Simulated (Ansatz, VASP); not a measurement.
## WS2: VASP beside Ansatz

Aim: how closely do two programs agree when they are given the same cell, functional and k mesh? The cell is taken from a series of runs on this material, whose earlier steps may have relaxed, scaled, displaced or heated it; both programs get it as it stands.

Method: plane waves, with VASP 6.6.1 beside it; single point at HSE06, in Ansatz 0.2.0.

**1. The structure**

The structure is hexagonal, space group P6_3/mmc (No. 194). Conventional cell: a = 3.115 Å, b = 3.115 Å, c = 11.777 Å, α = 90.00°, β = 90.00°, γ = 120.00°. Nearest to W lie 6 S at 2.39 Å. S has 3 W at 2.39 Å nearest. It derives from S2W1. Farther neighbours and most contacts between anions are not listed.

As a file:

```
W S
1.0
     3.11499    0.00000    0.00000
    -1.55749    2.69766    0.00000
     0.00000    0.00000   11.77677
W S
2 4
Direct
  0.33333 0.66667 0.25000
  0.66667 0.33333 0.75000
  0.66667 0.33333 0.38351
  0.66667 0.33333 0.11649
  0.33333 0.66667 0.88351
  0.33333 0.66667 0.61649
```

**2. VASP: single point, HSE06**

With cell and atoms fixed, the geometry can't cause a difference; cores, projectors, grids and the points listed under the comparison can.

Lines of VASP's logs that name or quote its potential files are left out, and so is its time.

The run reads the wave functions of an earlier VASP run, which isn't shown here.

Contents of INCAR:

```
SYSTEM = WS2
PREC = Accurate
ENCUT = 400
EDIFF = 1E-06
NELM = 100
ISMEAR = 0
SIGMA = 0.01
LREAL = .FALSE.
ALGO = Normal
LHFCALC = .TRUE.
AEXX = 0.25
GGA = PE
HFSCREEN = 0.208
LASPH = .TRUE.
NBANDS = 24
PRECFOCK = Fast
LORBIT = 11
LWAVE = .FALSE.
LCHARG = .FALSE.
KPAR = 8
ISIF = 2
```

Contents of POSCAR:

```
WS2
1.0
    3.1149875803      0.0000000000      0.0000000000
   -1.5574937902      2.6976583770      0.0000000000
    0.0000000000      0.0000000000     11.7767699793
W S
2 4
Direct
    0.3333333333      0.6666666667      0.2500000000
    0.6666666667      0.3333333333      0.7500000000
    0.6666666667      0.3333333333      0.3835053407
    0.6666666667      0.3333333333      0.1164946593
    0.3333333333      0.6666666667      0.8835053407
    0.3333333333      0.6666666667      0.6164946593
```

Contents of KPOINTS:

```
Automatic mesh
0
Gamma
6 6 2
0 0 0
```

PAW data sets: W and S (PBE family, release 64).

Command:

```sh
mpirun -np 8 vasp_std
```

Numbers of over 12 decimals in the logs are rounded to 6 here.

The program printed:

```text
[banner, memory and clock lines left out]
running    8 mpi-ranks, on    1 nodes
 distrk:  each k-point on    1 cores,    8 groups
 distr:  one band on    1 cores,    1 groups

 POSCAR found type information on POSCAR W S
 POSCAR found :  2 types and       6 ions
|                                                                             |
|           W    W    AA    RRRRR   N    N  II  N    N   GGGG   !!!           |
|           W    W   A  A   R    R  NN   N  II  NN   N  G    G  !!!           |
|           W    W  A    A  R    R  N N  N  II  N N  N  G       !!!           |
|           W WW W  AAAAAA  RRRRR   N  N N  II  N  N N  G  GGG   !            |
|           WW  WW  A    A  R   R   N   NN  II  N   NN  G    G                |
|           W    W  A    A  R    R  N    N  II  N    N   GGGG   !!!           |
|                                                                             |
|     For optimal performance we recommend to set                             |
|       NCORE = 2 up to number-of-cores-per-socket                            |
|     NCORE specifies how many cores store one orbital (NPAR=cpu/NCORE).      |
|     This setting can greatly improve the performance of VASP for DFT.       |
|     The default, NCORE=1 might be grossly inefficient on modern             |
|     multi-core architectures or massively parallel machines. Do your        |
|     Unfortunately you need to use the default for GW and RPA                |
|     calculations (for HF NCORE is supported but not extensively tested      |
|     yet).                                                                   |
|                                                                             |

 LDA part: xc-table for (Slater+PW92), standard interpolation
 found WAVECAR, reading the header
 POSCAR, INCAR and KPOINTS ok, starting setup
 FFT: planning ... GRIDC
 FFT: planning ... GRID_SOFT
 FFT: planning ... GRID
 reading WAVECAR
 the WAVECAR file was read successfully
 initial charge from wavefunction
 entering main loop
       N       E                     dE             d eps       ncg     rms          rms(c)
DAV:   1    -0.562276596478E+02   -0.56228E+02   -0.18735E+00   680   0.147E+01    0.129E+01
DAV:   2    -0.562248196635E+02    0.28400E-02   -0.60826E-02   800   0.136E+00    0.760E+00
DAV:   3    -0.562233248018E+02    0.14949E-02   -0.13350E-02   824   0.627E-01    0.446E+00
DAV:   4    -0.562221398021E+02    0.11850E-02   -0.17243E-03   816   0.257E-01    0.268E+00
DAV:   5    -0.562219740033E+02    0.16580E-03   -0.11789E-03   864   0.170E-01    0.158E+00
DAV:   6    -0.562219382886E+02    0.35715E-04   -0.16165E-04   816   0.880E-02    0.893E-01
DAV:   7    -0.562219306432E+02    0.76454E-05   -0.47981E-05   904   0.391E-02    0.520E-01
DAV:   8    -0.562219299153E+02    0.72790E-06   -0.69609E-06   840   0.153E-02
   1 F= -.56221930E+02 E0= -.56221930E+02  d E =-.297234E-40
```

OUTCAR, selected parts (step 2):

```text
ion  position               nearest neighbor table
   1  0.333  0.667  0.250-   3 2.39   4 2.39   3 2.39   4 2.39   3 2.39   4 2.39
   2  0.667  0.333  0.750-   5 2.39   6 2.39   5 2.39   6 2.39   5 2.39   6 2.39
   3  0.667  0.333  0.384-   1 2.39   1 2.39   1 2.39
   4  0.667  0.333  0.116-   1 2.39   1 2.39   1 2.39
   5  0.333  0.667  0.884-   2 2.39   2 2.39   2 2.39
   6  0.333  0.667  0.616-   2 2.39   2 2.39   2 2.39

  LATTYP: Found a hexagonal cell.
 ALAT       =     3.1149875803
 C/A-ratio  =     3.7806795936

 Subroutine GETGRP returns: Found 24 space group operations
 (whereof 12 operations were pure point group operations)

The static configuration has the point symmetry D_3d.
 The point group associated with its full space group is D_6h.

 Found     14 irreducible k-points:

   k-points           NKPTS =     14   k-points in BZ     NKDIM =     72   number of bands    NBANDS=     24

   dimension x,y,z NGX =    20 NGY =   20 NGZ =   80
   dimension x,y,z NGXF=    40 NGYF=   40 NGZF=  160

   ENCUT  =  400.0 eV  29.40 Ry    5.42 a.u.   5.08  5.08 19.20*2*pi/ulx,y,z

   NELECT =      36.0000    total number of electrons

 k-points in reciprocal lattice and weights: Automatic mesh
   0.00000000  0.00000000  0.00000000       0.014
   0.16666667  0.00000000  0.00000000       0.083
   0.33333333  0.00000000  0.00000000       0.083
   0.50000000  0.00000000  0.00000000       0.042
   0.16666667  0.16666667  0.00000000       0.083
   0.33333333  0.16666667  0.00000000       0.167
   0.33333333  0.33333333  0.00000000       0.028
   0.00000000  0.00000000  0.50000000       0.014
   0.16666667  0.00000000  0.50000000       0.083
[...]
0.33333333  0.16666667  0.50000000       0.167
   0.33333333  0.33333333  0.50000000       0.028

  exchange ACFDT corr.  =         0.00000000  see jH, gK, PRB 81, 115126

 average (electrostatic) potential at core
       1 -34.8573       2 -34.8573       3 -81.4116       4 -81.4116       5 -81.4117
       6 -81.4116

 E-fermi :   7.1020

 k-point     1 :       0.0000    0.0000    0.0000
  band No.  band energies     occupation
    ...
     14       4.5238      2.00000
     15       4.5238      2.00000
     16       5.3231      2.00000
     17       5.5098      2.00000
     18       7.0104      2.00000
     19       9.8798      0.00000
     20       9.8799      0.00000
     21       9.9705      0.00000
     22       9.9710      0.00000
     23       9.9942      0.00000
    ...

 k-point     2 :       0.1667    0.0000    0.0000
  band No.  band energies     occupation
    ...
     14       3.8054      2.00000
     15       4.2319      2.00000
     16       5.3190      2.00000
     17       5.3293      2.00000
     18       5.8792      2.00000
     19       9.1087      0.00000
     20       9.4514      0.00000
     21       9.8351      0.00000
     22       9.8811      0.00000
     23       9.9160      0.00000
    ...

 k-point     3 :       0.3333    0.0000    0.0000
  band No.  band energies     occupation
    ...
     14       4.2340      2.00000
     15       4.2963      2.00000
     16       4.4158      2.00000
     17       4.5547      2.00000
     18       4.8738      2.00000
     19       9.1128      0.00000
     20       9.4248      0.00000
     21       9.7331      0.00000
     22      10.1066      0.00000
     23      10.4789      0.00000
    ...

  Total        2.2513685      2.2513685      1.8205441     -0.0000000     -0.0000000      0.0000000
  in kB       36.4491757     36.4491757     29.4742201     -0.0000000     -0.0000000      0.0000000
  external PRESSURE =      34.1241905 kB  Pullay stress =       0.0000000 kB

  energy-cutoff  :      400.00
  volume of cell :       98.96
      direct lattice vectors                 reciprocal lattice vectors
     3.114987580  0.000000000  0.000000000     0.321028567  0.185345930  0.000000000
    -1.557493790  2.697658377  0.000000000     0.000000000  0.370691859  0.000000000
     0.000000000  0.000000000 11.776769979     0.000000000  0.000000000  0.084912926

 POSITION                                       TOTAL-FORCE (eV/Angst)
 -----------------------------------------------------------------------------------
     -0.00000      1.79844      2.94419        -0.000000      0.000000      0.000000
      1.55749      0.89922      8.83258         0.000000     -0.000000      0.000000
      1.55749      0.89922      4.51645        -0.000000     -0.000000     -0.464146
      1.55749      0.89922      1.37193        -0.000000     -0.000000      0.464146
     -0.00000      1.79844     10.40484         0.000000      0.000000     -0.464146
     -0.00000      1.79844      7.26032         0.000000      0.000000      0.464146
 -----------------------------------------------------------------------------------
    total drift:                                0.000020      0.000023     -0.000041

  FREE ENERGIE OF THE ION-ELECTRON SYSTEM (eV)
  ---------------------------------------------------
  free  energy   TOTEN  =       -56.2219299153 eV

  energy  without entropy=      -56.2219299153  energy(sigma->0) =      -56.22192992

 total charge
# of ion       s       p       d       tot
------------------------------------------
    1        0.671   0.773   4.543   5.987
    2        0.671   0.773   4.543   5.987
    3        1.358   2.380   0.000   3.738
    4        1.358   2.380   0.000   3.738
    5        1.358   2.380   0.000   3.738
    6        1.358   2.380   0.000   3.738
--------------------------------------------------
tot          6.775  11.066   9.087  26.927

[... 3 further parts left out ...]
```

This run has no spin polarisation, so a moment on W, if there is one, isn't seen.

(Continued in part 2 of 2.)

[Lines on the potential files, build, host, timing and source positions are cut from VASP's logs without a mark.]

[Logs are printed without paths, hosts, clocks, repeated set-up lines and the standing remarks that a program may print on its own settings, such as how far it seeks lower states.]

[Hosts, paths, dates, database ids (printed as entryN), source tags and the programs' standing remarks are cut or masked in the printed files.]
